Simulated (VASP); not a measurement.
# MnS (Browneite) (F-43m) in VASP: notebook

The runs below take MnS (Browneite) through single point, with PBE.

All numbers are computed with VASP 6.6.1; they aren't measurements. Logs are shortened: lines on timing, memory, paths and dates and some standing lists are left out, and cuts for length are marked.

**1. The structure**

It takes space group F-43m (No. 216, cubic). Conventional cell: a = 5.600 Å, b = 5.600 Å, c = 5.600 Å, α = 90.00°, β = 90.00°, γ = 90.00°. Around Mn (site symmetry -43m) lie 4 S at 2.42 Å. S (site symmetry -43m) has 4 Mn at 2.42 Å as nearest neighbours.

**2. Single point, PBE, collinear spin, typed start**

The input, INCAR:

```
SYSTEM = MnS
  PREC = Accurate
  ENCUT = 520
  EDIFF = 1E-6
  ISMEAR = 0
  SIGMA = 0.05
  LREAL = .FALSE.
  LASPH = .TRUE.
  NELM = 150
  ALGO = Fast
  ISIF = 2
  LWAVE = .FALSE.
  LCHARG = .FALSE.
  ISPIN = 2
  MAGMOM = 5 0
  LORBIT = 11
  LMAXMIX = 4
  GGA = PE
  NBANDS = 20
```

The input, KPOINTS:

```
regular mesh
0
G
  10 10 10
  0 0 0
```

The input, POSCAR:

```
MnS
1.0
    0.0000000000      2.8000000000      2.8000000000
    2.8000000000      0.0000000000      2.8000000000
    2.8000000000      2.8000000000      0.0000000000
Mn S
1 1
Direct
    0.0000000000      0.0000000000      0.0000000000
    0.2500000000      0.2500000000      0.2500000000
```

Potentials or basis: VASP PAW PBE potentials, release 64 (Mn_pv, S).

On the command line:

```bash
> cat potpaw_PBE.64/Mn_pv/POTCAR potpaw_PBE.64/S/POTCAR > POTCAR
> mpirun -np 1 vasp_std > vasp.out
```

OUTCAR:

```text
SYSTEM = MnS
   PREC = Accurate
   ENCUT = 520
   EDIFF = 1E-6
   ISMEAR = 0
   LREAL = .FALSE.
   LASPH = .TRUE.
   NELM = 150
   ISIF = 2
   ISPIN = 2
   LORBIT = 11
   GGA = PE

 ion  position               nearest neighbor table
   1  0.000  0.000  0.000-   2 2.42   2 2.42   2 2.42   2 2.42
   2  0.250  0.250  0.250-   1 2.42   1 2.42   1 2.42   1 2.42

  LATTYP: Found a face centered cubic cell.
 ALAT       =     5.6000000000

  Lattice vectors:

 A1 = (   0.0000000000,   2.8000000000,   2.8000000000)
 A2 = (   2.8000000000,   0.0000000000,   2.8000000000)
 A3 = (   2.8000000000,   2.8000000000,   0.0000000000)

Analysis of symmetry for initial positions (statically):
=====================================================================
 Subroutine PRICEL returns:
 Original cell was already a primitive cell.

 Routine SETGRP: Setting up the symmetry group for a
 face centered cubic supercell.

 Subroutine GETGRP returns: Found 24 space group operations
 (whereof 24 operations were pure point group operations)
 out of a pool of 48 trial point group operations.

The static configuration has the point symmetry T_d .

Analysis of symmetry for dynamics (positions and initial velocities):
=====================================================================
 Subroutine PRICEL returns:
 Original cell was already a primitive cell.

 Routine SETGRP: Setting up the symmetry group for a
 face centered cubic supercell.

 Subroutine GETGRP returns: Found 24 space group operations
 (whereof 24 operations were pure point group operations)
 out of a pool of 48 trial point group operations.

The dynamic configuration has the point symmetry T_d .

Analysis of structural, dynamic, and magnetic symmetry:
=====================================================================
 Subroutine PRICEL returns:
 Original cell was already a primitive cell.

 Routine SETGRP: Setting up the symmetry group for a
 face centered cubic supercell.

 Subroutine GETGRP returns: Found 24 space group operations
 (whereof 24 operations were pure point group operations)
 out of a pool of 48 trial point group operations.

The overall configuration has the point symmetry T_d .

 Subroutine INISYM returns: Found 24 space group operations
 (whereof 24 operations are pure point group operations),
 and found     1 'primitive' translations

----------------------------------------------------------------------------------------

                                     Primitive cell

  volume of cell :      43.9040

  direct lattice vectors                    reciprocal lattice vectors
     0.000000000  2.800000000  2.800000000    -0.178571429  0.178571429  0.178571429
     2.800000000  0.000000000  2.800000000     0.178571429 -0.178571429  0.178571429
     2.800000000  2.800000000  0.000000000     0.178571429  0.178571429 -0.178571429

  length of vectors
     3.959797975  3.959797975  3.959797975     0.309294787  0.309294787  0.309294787

  position of ions in fractional coordinates (direct lattice)
     0.000000000  0.000000000  0.000000000
     0.250000000  0.250000000  0.250000000

  ion indices of the primitive-cell ions
   primitive index   ion index
                 1           1
                 2           2

----------------------------------------------------------------------------------------

 KPOINTS: regular mesh

Automatic generation of k-mesh.
 Grid dimensions read from file:
 generate k-points for:   10   10   10

 Generating k-lattice:

  Cartesian coordinates                     Fractional coordinates (reciprocal lattice)
    -0.017857143  0.017857143  0.017857143     0.100000000  0.000000000  0.000000000
     0.017857143 -0.017857143  0.017857143     0.000000000  0.100000000  0.000000000
     0.017857143  0.017857143 -0.017857143     0.000000000  0.000000000  0.100000000

  Length of vectors
     0.030929479  0.030929479  0.030929479

  Shift w.r.t. Gamma in fractional coordinates (k-lattice)
     0.000000000  0.000000000  0.000000000

 Subroutine IBZKPT returns following result:
 ===========================================

 Found     47 irreducible k-points:

 Following reciprocal coordinates:
            Coordinates               Weight
  0.000000  0.000000  0.000000      1.000000
  0.100000  0.000000  0.000000      8.000000
  0.200000  0.000000  0.000000      8.000000
  0.300000  0.000000  0.000000      8.000000
  0.400000  0.000000  0.000000      8.000000
  0.500000  0.000000  0.000000      4.000000
[... 16 lines left out ...]
  0.300000  0.300000  0.000000      6.000000
  0.400000  0.300000  0.000000     24.000000
 [... further k-points ...]
   k-points           NKPTS =     47   k-points in BZ     NKDIM =     47   number of bands    NBANDS=     20
   number of dos      NEDOS =    301   number of ions     NIONS =      2
   total plane-waves  NPLWV =  27000
   dimension x,y,z NGX =    30 NGY =   30 NGZ =   30
   dimension x,y,z NGXF=    60 NGYF=   60 NGZF=   60
   ions per type =               1   1
   NGX,Y,Z   is equivalent  to a cutoff of  12.60, 12.60, 12.60 a.u.
   NGXF,Y,Z  is equivalent  to a cutoff of  25.19, 25.19, 25.19 a.u.
 SYSTEM =  MnS
   PREC   = accura    normal or accurate (medium, high low for compatibility)
   ISTART =      0    job   : 0-new  1-cont  2-samecut
   ICHARG =      2    charge: 1-file 2-atom 10-const
   ISPIN  =      2    spin polarized calculation?
   LNONCOLLINEAR =      F non collinear calculations
   LSORBIT =      F    spin-orbit coupling
   LASPH  =      T    aspherical Exc in radial PAW
   ENCUT  =  520.0 eV  38.22 Ry    6.18 a.u.   7.36  7.36  7.36*2*pi/ulx,y,z
   NELM   =    150;   NELMIN=  2; NELMDL= -5     # of ELM steps
   EDIFF  = 0.1E-05   stopping-criterion for ELM
   LREAL  =      F    real-space projection
[... 7 lines left out ...]
   TEBEG  =    0.0;   TEEND  =   0.0 temperature during run
   PSTRESS=    0.0 pullay stress
   NELECT =      19.0000    total number of electrons
   NUPDOWN=      -1.0000    fix difference up-down
   EMIN   =  10.00;   EMAX   =-10.00  energy-range for DOS
   EFERMI =   0.00;   METHOD = LEGACY
   ISMEAR =     0;   SIGMA  =   0.05  broadening in eV -4-tet -1-fermi 0-gaus
   EFERMI_NEDOS =   21; number of points for ismear=-14 and -15
   IALGO  =     68    algorithm
   IMIX   =      4    mixing-type and parameters
     AMIX     =   0.40;   BMIX     =  1.00
     AMIX_MAG =   1.60;   BMIX_MAG =  1.00
  volume/ion in A,a.u.               =      21.95       148.14
  Fermi-wavevector in a.u.,A,eV,Ry     =   1.238297  2.340041 20.862879  1.533378
  Thomas-Fermi vector in A             =   2.372828
   LORBIT       =     11    0 simple, 1 ext, 2 COOP (PROOUT), +10 PAW based schemes
   GGA     = PE    functional components
   LHFCALC =     F    Hartree Fock is set to
   AEXX    =    0.0000 exact exchange contribution
   IVDW    =     0    specifies the selected vdW correction
   LEPSILON=     F    determine dielectric tensor
   LRPA    =     F    only Hartree local field effects (RPA)
 spin polarized calculation
 RMM-DIIS sequential band-by-band and
 Gauss-broadening in eV      SIGMA  =   0.05
  energy-cutoff  :      520.00
  volume of cell :       43.90
 maximum number of plane-waves:      1243
 NGX is ok and might be reduce to    30
   NGX = 15   NGY = 15   NGZ = 15

 number of electron      18.9999987 magnetization       4.9348655

 Free energy of the ion-electron system (eV)
  ---------------------------------------------------
  ext. energy  EPLUGINS =         0.00000000
  ---------------------------------------------------
  free energy    TOTEN  =       -14.08158961 eV

  energy without entropy =      -14.08030268  energy(sigma->0) =      -14.08094614

 E-fermi :   4.5345     XC(G=0):  -9.3136

 val. band max:        4.5291514476   @ k =  -0.3000   0.5000   0.2000
 cond. band min:       4.5473535613   @ k =   0.5000   0.4000   0.0000
 fundamental gap:      0.0182021137
 Fermi energy:         4.5345352053

 spin component 1

 k-point     1 :       0.0000    0.0000    0.0000
  band No.  band energies     occupation
      1     -46.2483      1.00000
      2     -46.2483      1.00000
      3     -46.2483      1.00000
      4      -9.3882      1.00000
      5      -0.3612      1.00000
      6      -0.3612      1.00000
[... 12 lines left out ...]
     19      16.5403      0.00000
     20      17.1685      0.00000

 k-point     2 :       0.1000    0.0000    0.0000
  band No.  band energies     occupation
      1     -46.2486      1.00000
      2     -46.2483      1.00000
      3     -46.2483      1.00000
      4      -9.3297      1.00000
      5      -0.4557      1.00000
      6      -0.3364      1.00000
[... 12 lines left out ...]
     19      16.3565      0.00000
     20      17.4447      0.00000

 k-point     3 :       0.2000    0.0000    0.0000
  band No.  band energies     occupation
      1     -46.2494      1.00000
      2     -46.2485      1.00000
      3     -46.2485      1.00000
      4      -9.1707      1.00000
      5      -0.6874      1.00000
      6      -0.2744      1.00000
[... 12 lines left out ...]
     19      15.6557      0.00000
     20      18.9771      0.00000

 k-point     4 :       0.3000    0.0000    0.0000
  band No.  band energies     occupation
      1     -46.2504      1.00000
      2     -46.2486      1.00000
      3     -46.2486      1.00000
      4      -8.9608      1.00000
      5      -0.9498      1.00000
      6      -0.2063      1.00000
[... 429 lines left out ...]
 k-point    23 :       0.3000    0.3000    0.0000
  band No.  band energies     occupation
      1     -46.2504      1.00000
      2     -46.2491      1.00000
      3     -46.2491      1.00000
      4      -8.8206      1.00000
      5      -1.1061      1.00000
      6      -0.0277      1.00000
[... 12 lines left out ...]
     19      19.3534      0.00000
     20      20.0012      0.00000

 k-point    24 :       0.4000    0.3000    0.0000
  band No.  band energies     occupation
      1     -46.2509      1.00000
      2     -46.2494      1.00000
      3     -46.2493      1.00000
      4      -8.6778      1.00000
      5      -1.1870      1.00000
      6       0.0253      1.00000
[... 12 lines left out ...]
     19      18.8109      0.00000
     20      19.4587      0.00000

 [... further k-points ...]

 spin component 2

 k-point     1 :       0.0000    0.0000    0.0000
  band No.  band energies     occupation
      1     -41.6506      1.00000
      2     -41.6506      1.00000
      3     -41.6506      1.00000
      4      -9.0738      1.00000
      5       1.2155      1.00000
      6       1.2155      1.00000
[... 12 lines left out ...]
     19      17.3937      0.00000
     20      18.1330      0.00000

 k-point     2 :       0.1000    0.0000    0.0000
  band No.  band energies     occupation
      1     -41.6510      1.00000
      2     -41.6506      1.00000
      3     -41.6506      1.00000
      4      -9.0188      1.00000
      5       0.9937      1.00000
      6       1.2253      1.00000
[... 12 lines left out ...]
     19      17.1736      0.00000
     20      18.5420      0.00000

 k-point     3 :       0.2000    0.0000    0.0000
  band No.  band energies     occupation
      1     -41.6522      1.00000
      2     -41.6508      1.00000
      3     -41.6508      1.00000
      4      -8.8694      1.00000
      5       0.4827      1.00000
      6       1.2486      1.00000
[... 12 lines left out ...]
     19      16.6132      0.00000
     20      20.0272      0.00000

 k-point     4 :       0.3000    0.0000    0.0000
  band No.  band energies     occupation
      1     -41.6536      1.00000
      2     -41.6510      1.00000
      3     -41.6510      1.00000
      4      -8.6728      1.00000
      5      -0.0659      1.00000
      6       1.2726      1.00000
[... 429 lines left out ...]
 k-point    23 :       0.3000    0.3000    0.0000
  band No.  band energies     occupation
      1     -41.6536      1.00000
      2     -41.6517      1.00000
      3     -41.6517      1.00000
      4      -8.5416      1.00000
      5      -0.0819      1.00000
      6       1.1858      1.00000
[... 12 lines left out ...]
     19      20.0646      0.00000
     20      20.8061      0.00000

 k-point    24 :       0.4000    0.3000    0.0000
  band No.  band energies     occupation
      1     -41.6543      1.00000
      2     -41.6521      1.00000
      3     -41.6519      1.00000
      4      -8.4081      1.00000
      5      -0.2635      1.00000
      6       1.0938      1.00000
[... 12 lines left out ...]
     19      19.6228      0.00000
     20      20.2292      0.00000

 [... further k-points ...]
[... 5 lines left out ...]
  --------------------------------------------------------------------------------------
  -------------------------------------------------------------------------------------
  Total        0.3311714      0.3311714      0.3311714      0.0000000     -0.0000000     -0.0000000
  in kB       12.0853521     12.0853521     12.0853521      0.0000000     -0.0000000     -0.0000000
  external PRESSURE =      12.0853521 kB  Pullay stress =       0.0000000 kB

 VOLUME and BASIS-vectors are now :
 -----------------------------------------------------------------------------
  energy-cutoff  :      520.00
  volume of cell :       43.90
      direct lattice vectors                 reciprocal lattice vectors
     0.000000000  2.800000000  2.800000000    -0.178571429  0.178571429  0.178571429
     2.800000000  0.000000000  2.800000000     0.178571429 -0.178571429  0.178571429
     2.800000000  2.800000000  0.000000000     0.178571429  0.178571429 -0.178571429

 POSITION                                       TOTAL-FORCE (eV/Angst)
 -----------------------------------------------------------------------------------
      0.00000      0.00000      0.00000        -0.000000     -0.000000     -0.000000
      1.40000      1.40000      1.40000         0.000000      0.000000      0.000000
 -----------------------------------------------------------------------------------
    total drift:                               -0.000000     -0.000000     -0.000000

  FREE ENERGIE OF THE ION-ELECTRON SYSTEM (eV)
  ---------------------------------------------------
  free  energy   TOTEN  =       -14.0815896107 eV

  energy  without entropy=      -14.0803026757  energy(sigma->0) =      -14.08094614

 total charge

# of ion       s       p       d       tot
------------------------------------------
    1        0.261   6.212   4.901  11.374
    2        1.315   2.450   0.000   3.765
--------------------------------------------------
tot          1.575   8.663   4.901  15.139

 magnetization (x)

# of ion       s       p       d       tot
------------------------------------------
    1        0.049   0.066   4.222   4.337
    2        0.012   0.078   0.000   0.090
--------------------------------------------------
tot          0.061   0.144   4.222   4.426
```

Run time: 65 s. Hardware: 1 thread of Intel Xeon Platinum 8488C (Sapphire Rapids), shared host; peak memory 0.22 GiB.

Results:

| Quantity | Value |
| --- | --- |
| Free energy | -14.0816 eV |
| Pressure | 1.2 GPa |
| Band gap on the k mesh | none (metal or under the smearing width) |
| Net moment | 4.93 μB per cell |
| Site moments | Mn +4.34; S +0.09 μB |
| Valence electrons inside the program's atomic spheres | Mn 11.37; S 3.77 |

Caveat: a cell with one magnetic atom can't hold antiferromagnetic order, which such compounds often take; semilocal functionals often make such compounds metallic where correlation or magnetic order opens a gap, which also shifts bond lengths. With open d or f shells a metallic result of PBE can be an artefact of self-interaction; +U or a hybrid may open a gap.

(Continued in part 2 of 2.)
